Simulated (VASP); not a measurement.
# PbS (Galena) (Fm-3m) in VASP: further runs

Runs on PbS (Galena). Level: PBEsol. Tasks: single point.

All numbers are computed with VASP 6.6.1; they aren't measurements. Logs are shortened: lines on timing, memory, paths and dates and some standing lists are left out, and cuts for length are marked.

## 1. The structure

The structure is cubic, space group Fm-3m (No. 225). The conventional cell has a = 5.931 Å, b = 5.931 Å, c = 5.931 Å, α = 90.00°, β = 90.00°, γ = 90.00°. Pb (site symmetry m-3m) is surrounded by 6 S at 2.97 Å. Around S (site symmetry m-3m) lie 6 Pb at 2.97 Å.

## 2. Single point, PBEsol

INCAR

```
SYSTEM = PbS
  PREC = Accurate
  ENCUT = 500
  EDIFF = 1E-7
  ISMEAR = 0
  SIGMA = 0.05
  LREAL = .False.
  LASPH = .True.
  NELM = 100
  ALGO = Normal
  ISIF = 2
  LWAVE = .False.
  LCHARG = .False.
  GGA = PS
  ADDGRID = .False.
```

KPOINTS

```
Automatic mesh
0
Gamma
  11 11 11
  0 0 0
```

POSCAR

```
PbS
1.0
    0.0000000000      2.9657500000      2.9657500000
    2.9657500000      0.0000000000      2.9657500000
    2.9657500000      2.9657500000      0.0000000000
Pb S
1 1
Direct
    0.0000000000      0.0000000000      0.0000000000
    0.5000000000      0.5000000000      0.5000000000
```

Potentials or basis: VASP PAW PBE potentials, release 64 (Pb_d, S).

On the command line:

```bash
$ cat potpaw_PBE.64/Pb_d/POTCAR potpaw_PBE.64/S/POTCAR > POTCAR
$ mpirun -np 1 vasp_std > vasp.out
```

OUTCAR:

```text
SYSTEM = PbS
   PREC = Accurate
   ENCUT = 500
   EDIFF = 1E-7
   ISMEAR = 0
   LREAL = .False.
   LASPH = .True.
   NELM = 100
   ISIF = 2
   GGA = PS

 Found     56 irreducible k-points:

 Following reciprocal coordinates:
            Coordinates               Weight
  0.000000  0.000000  0.000000      1.000000
  0.090909  0.000000  0.000000      8.000000
  0.181818  0.000000  0.000000      8.000000
  0.272727  0.000000  0.000000      8.000000
  0.363636  0.000000  0.000000      8.000000
  0.454545  0.000000  0.000000      8.000000
   k-points           NKPTS =     56   k-points in BZ     NKDIM =     56   number of bands    NBANDS=     14
   number of dos      NEDOS =    301   number of ions     NIONS =      2
   total plane-waves  NPLWV =  32768
   dimension x,y,z NGX =    32 NGY =   32 NGZ =   32
   dimension x,y,z NGXF=    64 NGYF=   64 NGZF=   64
   ions per type =               1   1
   NGX,Y,Z   is equivalent  to a cutoff of  12.68, 12.68, 12.68 a.u.
   NGXF,Y,Z  is equivalent  to a cutoff of  25.37, 25.37, 25.37 a.u.
 SYSTEM =  PbS
   PREC   = accura    normal or accurate (medium, high low for compatibility)
   ISTART =      0    job   : 0-new  1-cont  2-samecut
   ICHARG =      2    charge: 1-file 2-atom 10-const
   ISPIN  =      1    spin polarized calculation?
   LNONCOLLINEAR =      F non collinear calculations
   LSORBIT =      F    spin-orbit coupling
   LASPH  =      T    aspherical Exc in radial PAW
   ENCUT  =  500.0 eV  36.75 Ry    6.06 a.u.   7.65  7.65  7.65*2*pi/ulx,y,z
   NELM   =    100;   NELMIN=  2; NELMDL= -5     # of ELM steps
   EDIFF  = 0.1E-06   stopping-criterion for ELM
   LREAL  =      F    real-space projection
   EDIFFG = 0.1E-05   stopping-criterion for IOM
   NSW    =      0    number of steps for IOM
   IBRION =     -1    ionic relax: 0-MD 1-quasi-New 2-CG
   NFREE  =      0    steps in history (QN), initial steepest desc. (CG)
   ISIF   =      2    stress and relaxation
   ISYM   =      2    0-nonsym 1-usesym 2-fastsym
   POTIM  = 0.5000    time-step for ionic-motion
   TEBEG  =    0.0;   TEEND  =   0.0 temperature during run
   PSTRESS=    0.0 pullay stress
   NELECT =      20.0000    total number of electrons
   NUPDOWN=      -1.0000    fix difference up-down
   EMIN   =  10.00;   EMAX   =-10.00  energy-range for DOS
   EFERMI =   0.00;   METHOD = LEGACY
   ISMEAR =     0;   SIGMA  =   0.05  broadening in eV -4-tet -1-fermi 0-gaus
   EFERMI_NEDOS =   21; number of points for ismear=-14 and -15
   IALGO  =     38    algorithm
   IMIX   =      4    mixing-type and parameters
     AMIX     =   0.40;   BMIX     =  1.00
     AMIX_MAG =   1.60;   BMIX_MAG =  1.00
  volume/ion in A,a.u.               =      26.09       176.04
  Fermi-wavevector in a.u.,A,eV,Ry     =   1.189251  2.247359 19.242973  1.414319
  Thomas-Fermi vector in A             =   2.325363
   LORBIT       =      0    0 simple, 1 ext, 2 COOP (PROOUT), +10 PAW based schemes
   GGA     = PS    functional components
   LHFCALC =     F    Hartree Fock is set to
   AEXX    =    0.0000 exact exchange contribution
   IVDW    =     0    specifies the selected vdW correction
   LEPSILON=     F    determine dielectric tensor
   LRPA    =     F    only Hartree local field effects (RPA)
 non-spin polarized calculation
 Gauss-broadening in eV      SIGMA  =   0.05
  energy-cutoff  :      500.00
  volume of cell :       52.17
 maximum number of plane-waves:      1363
   NGX = 15   NGY = 15   NGZ = 15

 number of electron      19.9999998 magnetization

 Free energy of the ion-electron system (eV)
  ---------------------------------------------------
  ext. energy  EPLUGINS =         0.00000000
  ---------------------------------------------------
  free energy    TOTEN  =        -9.45506871 eV

  energy without entropy =       -9.45506871  energy(sigma->0) =       -9.45506871

 E-fermi :   5.7921     XC(G=0):  -9.8874

 val. band max:        5.5303310051   @ k =   0.4545   0.0000   0.0000
 cond. band min:       6.1291586442   @ k =   0.4545   0.0000   0.0000
 fundamental gap:      0.5988276392
 Fermi energy:         5.7920561618

 k-point     1 :       0.0000    0.0000    0.0000
  band No.  band energies     occupation
      1     -11.0552      2.00000
      2     -11.0552      2.00000
      3     -11.0552      2.00000
      4     -11.0419      2.00000
      5     -11.0419      2.00000
      6      -7.9153      2.00000
      7      -0.3700      2.00000
      8       3.5178      2.00000
      9       3.5178      2.00000
     10       3.5178      2.00000
     11      10.8481      0.00000
     12      10.8481      0.00000
     13      10.8481      0.00000
     14      12.3322      0.00000

 k-point     2 :       0.0909    0.0000    0.0000
  band No.  band energies     occupation
      1     -11.0548      2.00000
      2     -11.0532      2.00000
      3     -11.0532      2.00000
      4     -11.0426      2.00000
      5     -11.0426      2.00000
      6      -7.8433      2.00000
      7      -0.6227      2.00000
      8       3.5401      2.00000
      9       3.5401      2.00000
     10       3.7077      2.00000
     11      10.0672      0.00000
     12      10.3783      0.00000
     13      10.3783      0.00000
     14      12.2900      0.00000
[... 37 lines left out ...]
      1     -11.0705      2.00000
      2     -11.0705      2.00000
      3     -11.0525      2.00000
      4     -11.0136      2.00000
      5     -11.0136      2.00000
      6      -6.9557      2.00000
      7      -2.6939      2.00000
      8       3.8213      2.00000
      9       3.8213      2.00000
     10       5.0840      2.00000
     11       6.8048      0.00000
     12       7.9920      0.00000
     13       7.9920      0.00000
     14      13.1643      0.00000

 k-point     6 :       0.4545    0.0000    0.0000
  band No.  band energies     occupation
      1     -11.0751      2.00000
      2     -11.0751      2.00000
      3     -11.0523      2.00000
      4     -11.0065      2.00000
      5     -11.0065      2.00000
      6      -6.6867      2.00000
      7      -3.1462      2.00000
      8       3.9024      2.00000
      9       3.9024      2.00000
     10       5.5303      2.00000
     11       6.1292      0.00000
     12       7.6299      0.00000
     13       7.6299      0.00000
     14      13.9876      0.00000

 [... further k-points ...]
[... 5 lines left out ...]
  --------------------------------------------------------------------------------------
  -------------------------------------------------------------------------------------
  Total       -0.2903470     -0.2903470     -0.2903470     -0.0000000     -0.0000000      0.0000000
  in kB       -8.9164981     -8.9164981     -8.9164981     -0.0000000     -0.0000000      0.0000000
  external PRESSURE =      -8.9164981 kB  Pullay stress =       0.0000000 kB

 VOLUME and BASIS-vectors are now :
 -----------------------------------------------------------------------------
  energy-cutoff  :      500.00
  volume of cell :       52.17
      direct lattice vectors                 reciprocal lattice vectors
     0.000000000  2.965750000  2.965750000    -0.168591419  0.168591419  0.168591419
     2.965750000  0.000000000  2.965750000     0.168591419 -0.168591419  0.168591419
     2.965750000  2.965750000  0.000000000     0.168591419  0.168591419 -0.168591419

 POSITION                                       TOTAL-FORCE (eV/Angst)
 -----------------------------------------------------------------------------------
      0.00000      0.00000      0.00000         0.000000      0.000000      0.000000
      2.96575      2.96575      2.96575        -0.000000     -0.000000     -0.000000
 -----------------------------------------------------------------------------------
    total drift:                                0.000000     -0.000000     -0.000000

  FREE ENERGIE OF THE ION-ELECTRON SYSTEM (eV)
  ---------------------------------------------------
  free  energy   TOTEN  =        -9.4550687150 eV

  energy  without entropy=       -9.4550687150  energy(sigma->0) =       -9.45506871
```

Run time: 12 s. Hardware: 1 thread of Intel Xeon 6975P-C (Granite Rapids), shared host; peak memory 0.19 GiB.

These settings aren't checked as converged: the numbers below hold their error.

Results:

```yaml
Free_energy: -9.4551 eV
Pressure: -0.9 GPa
```

Caveat: this odd mesh misses L, where the gap lies, so gap, dielectric constants and Born charges aren't listed; the PAW data sets were made with another functional, which shifts forces and pressure a little.

(Continued in part 2 of 2.)
